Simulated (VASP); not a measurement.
H: relaxation of cell and atoms with PBE

The system is H.

```
CELL_PARAMETERS angstrom
2.64964 0.00000 0.00000
0.00000 2.64964 0.00000
0.00000 0.00000 0.98049
ATOMIC_POSITIONS crystal
H 0.00000 0.00000 0.50000
```

```
Program                : VASP 6.6.1
Task                   : relaxation of cell and atoms
Functional             : PBE
Potentials or basis    : VASP PAW PBE potentials, release 64 (H)
Cutoff                 : 900 eV
k mesh                 : 10 × 10 × 26
Occupations            : fermi-dirac, width 0.05 eV
Spin                   : no spin polarisation
Further INCAR settings : ALGO = Fast; EDIFF = 1e-07; IBRION = 2; EDIFFG = -0.005; NSW = 60; ISIF = 3
```

The relaxed volume is 11.15 Å³/atom, the relaxed cell is a = 3.363 Å, b = 3.363 Å, c = 0.986 Å, α = 90.00°, β = 90.00°, γ = 90.00° and the space group after relaxing (to 0.05 Å) is P4/mmm (No. 123). The energy gained by relaxing is 19.1 meV/atom. The ionic steps are 8 and the pressure after relaxing is 0.0 GPa. The band gap on the k mesh is none (metal or under the smearing width).

Step by step:
```
step  energy change (eV)  largest force (eV/Å)  pressure (GPa)  volume (Å³)
   1              0.0000                0.0000            1.82         6.88
   2             -0.0012                0.0000            1.69         6.96
   3             -0.0044                0.0000            1.34         7.20
   4             -0.0094                0.0000            0.76         7.69
   5             -0.0152                0.0000           -0.06         8.71
   6             -0.0175                0.0000           -0.98        10.97
   7             -0.0189                0.0000            0.31        11.21
   8             -0.0191                0.0000           -0.03        11.15
```

Final structure:
```
H
1.0
     3.36265    0.00000    0.00000
     0.00000    3.36265    0.00000
     0.00000    0.00000    0.98589
H
1
Direct
  0.00000 0.00000 0.50000
```

Levels at points of the mesh, in eV from the Fermi level:
| k point | band 1 | band 2 | band 3 | band 4 |
| --- | --- | --- | --- | --- |
| (0.00, 0.00, 0.00) | -9.94 | 5.72 | 10.20 | 10.20 |
| (0.50, 0.00, 0.00) | -9.55 | 2.76 | 10.23 | 11.76 |
| (0.50, 0.50, 0.00) | -9.23 | 4.94 | 4.94 | 7.60 |
| (0.00, 0.00, 0.50) | 24.38 | 32.43 | 43.32 | 46.11 |
| (0.50, 0.00, 0.50) | 24.56 | 33.24 | 41.35 | 41.54 |
| (0.50, 0.50, 0.50) | 24.71 | 33.89 | 43.48 | 43.48 |

Wall time 28 s on 1 thread of AMD EPYC 9R45 96-Core Processor (Zen 5), on a shared host, peak memory 0.1 GiB.

Caveat: the volume moved by over 15 % at a fixed basis, so the end points are rough.
